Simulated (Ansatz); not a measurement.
Runs of Ansatz 0.2.0 on Sb. The structure is trigonal, space group R-3m (No. 166). The conventional cell has a = 4.308 Å, b = 4.308 Å, c = 11.274 Å, α = 90.00°, β = 90.00°, γ = 120.00°. Around Sb (site symmetry 3m) lie 3 Sb at 2.91 Å. 

| task | level | cell | k mesh | points for each segment of the path | mesh quality | gap on the mesh (eV) | pressure (GPa) | relaxed volume (Å³/atom) | largest force (eV/Å) |
| --- | --- | --- | --- | --- | --- | --- | --- | --- | --- |
| band structure | PBE0 | as given | 4 × 4 × 4 | 4 | coarse | 0.81 | 0.7 | - | 0.40 |
| band structure | HSE03 | as given | 4 × 4 × 4 | 4 | coarse | 0.25 | 1.0 | - | 0.27 |
| relaxation of cell and atoms | RPBE+D4 | relaxed | 8 × 8 × 8 | - | not flagged | - | 0.0 | 28.81 | - |
| relaxation of cell and atoms | PBEsol+D3(BJ) | relaxed | 8 × 8 × 8 | - | not flagged | - | 0.0 | (b) | - |
| band structure | LDA | as given | 8 × 8 × 8 | 14 | not flagged | none | -1.2 | - | 0.01 |
| band structure | BLYP | as given | 8 × 8 × 8 | 14 | not flagged | none | 6.8 | - | 0.13 |
| relaxation of cell and atoms | revPBE+D3(BJ) | relaxed | 8 × 8 × 8 | - | not flagged | none | 0.0 | 28.88 | - |
| relaxation of cell and atoms | HSE06 | relaxed | 4 × 4 × 4 | - | coarse | 0.32 | 0.0 | (a) | - |

Alike in all rows: potentials or basis Ansatz PAW; no spin polarisation; cutoff (eV) 420; smearing fermi-dirac 0.05 eV.

Fill in the values left out.

(a) 31.25; (b) 28.29.

Caveats: some runs use coarse meshes; the PAW data sets come from PBE, with cores solved anew for the run's functional, which leaves a small shift of forces and pressure; spin-orbit coupling is left out, which moves the levels of the heavy elements (some runs); the plane-wave basis is chosen anew once the cell has moved, so the energies of steps on either side of that aren't comparable (some runs); the thresholds are loose for stress (some runs); the k mesh misses the band edges, so the gap on the mesh is wider than the one along the path (some runs); pairwise dispersion overbinds metals, which lowers pressure and volume (some runs).

A k mesh can miss the band edges, and the runs leave out spin-orbit coupling on Sb.

A gap of «none» marks a metal or a gap under the smearing width.

Runs at the PBE level aren't shown here.
